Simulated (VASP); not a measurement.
Wanted: the native input for a VASP 6.6.1 run.

* Task: single point
* Functional: PBEsol
* Potentials or basis: VASP PAW PBE potentials, release 64 (Al, N)
* Cutoff: 450 eV
* k mesh: 4 × 4 × 2
* Occupations: gaussian, width 0.03 eV
* Spin: collinear spin, ferromagnetic start
* Starting moments: [0.5, 0.0, 0.0, 0.0, 0.0, 0.0, 0.0, 0.0, 0.5, 0.0, 0.5, 0.0, 0.5, 0.0, 0.0, 0.0, 0.0, 0.0, 0.0, 0.0, 0.0, 0.0, 0.0, 0.0, 0.0, 0.0, 0.0, 0.0, 0.0, 0.0, 0.0] μB
* Fixed moment: 2 μB
* Dq: 1
* Further INCAR settings: LREAL = Auto; ALGO = Normal; EDIFF = 1e-05; ISYM = 0; NELECT = 122.0

The structure of Al16N15 (a cell with a defect) lies in POSCAR:

```
Al16N15                                 
1.0
    6.2200008610      0.0000000000      0.0000000000
   -3.1100004305      5.3866787572      0.0000000000
    0.0000000000      0.0000000000      9.9600000000
  Al              N             
    16    15
Direct
     0.3327669280401301    0.1658860962109195    0.9804460127576140
     0.3325570308876734    0.1676327042835165    0.5018612580547341
     0.3349887854449865    0.6681570851403443    0.0004323427928380
     0.3348297044341156    0.6689412218953612    0.5012864046525874
     0.8318541224297509    0.1650045963006421    0.0006135509316190
     0.8315435379137784    0.1653592269758654    0.5013665953000853
     0.8313908408278848    0.6680789200897252    0.0001560715386786
     0.8312342337883656    0.6688445440948292    0.5012778661419356
     0.1600864637069664    0.3408630478631528    0.2532391800838067
     0.1651290497275853    0.3351179109318387    0.7486667767710568
     0.1588906244110944    0.8224217107184898    0.2525661636197313
     0.1647313848807677    0.8312450390475609    0.7483058265157558
     0.6781946528836506    0.3419821252195586    0.2530057950888471
     0.6684251887231788    0.3348275430673684    0.7484629347339732
     0.6655672321498014    0.8345229906497582    0.2520838634805276
     0.6660850804967177    0.8338422569392857    0.7504863440831788
     0.3326580368002692    0.1671097005616106    0.6935495686680430
     0.3332122215100876    0.6687214010929062    0.1907816737776797
     0.3330483078286187    0.6673275581906066    0.6913690561457237
     0.8318184946853940    0.1672681399295990    0.1909578158550617
     0.8327041547325678    0.1669481752159172    0.6915231422682002
     0.8317722857236572    0.6688986820386439    0.1904247150496647
     0.8323830511697097    0.6671884196245969    0.6913163121427105
     0.1663856163980750    0.3340275184623704    0.4416149076147303
     0.1655791985812975    0.3344813283704393    0.9422883537780410
     0.1662695478942265    0.8353563228674635    0.4411747033526858
     0.1646321554916564    0.8307537613674900    0.9412305120546919
     0.6649675123199921    0.3338234772364013    0.4415818672856974
     0.6682158190025697    0.3346068619960963    0.9416924620632647
     0.6658702305024934    0.8344252668791436    0.4416625099432177
     0.6661275066129133    0.8339263667385010    0.9414894134536188
```

The input as run:

INCAR

```
SYSTEM = Al16N15
PREC     = Accurate       ! precision mode
ENCUT    = 450            ! plane-wave cutoff, eV
EDIFF    = 1E-5           ! SCF threshold, eV
ISMEAR   = 0              ! smearing method
SIGMA    = 0.03           ! smearing width, eV
LREAL    = Auto         
LASPH    = .True.         ! aspherical terms in the spheres
NELM     = 120            ! most SCF steps
ALGO     = Normal         ! electronic algorithm
ISIF     = 2              ! what is computed and relaxed
LWAVE    = .False.        ! write WAVECAR
LCHARG   = .False.        ! write CHGCAR
ISPIN    = 2              ! spin polarisation
MAGMOM   = 0.5 0 0 0 0 0 0 0 0.5 0 0.5 0 0.5 0 0 0 0 0 0 0 0 0 0 0 0 0 0 0 0 0 0 ! initial moments
LORBIT   = 11             ! projections on sites
NUPDOWN  = 2              ! fixed moment
GGA      = PS             ! functional
NELECT   = 122.0        
ISYM     = 0            
KPAR     = 4
```

KPOINTS

```
Automatic mesh
0
Gamma
  4 4 2
  0 0 0
```

Potentials or basis: VASP PAW PBE potentials, release 64 (Al, N).

Launch:

```console
$ cat potpaw_PBE.64/Al/POTCAR potpaw_PBE.64/N/POTCAR > POTCAR
$ mpirun -np 4 vasp_std > vasp.out
```

It gave:

```
Largest force                                         : 0.171 eV/Å
Net moment                                            : 2.00 μB per cell
Site moments                                          : Al +0.04, +0.00, -0.00, +0.08; N +0.00, +0.03, +0.01 μB
Valence electrons inside the program's atomic spheres : Al 0.81, 0.80, 0.79; N 3.83, 3.84, 3.82
```

Caveat: the PAW data sets were made with another functional, which shifts forces and pressure a little; the total moment is fixed, so each spin has its own Fermi level.

Wall time 4.7 min on 4 MPI ranks on AMD EPYC 9R14 (Zen 4) (shared host), peak memory 0.8 GiB a rank.
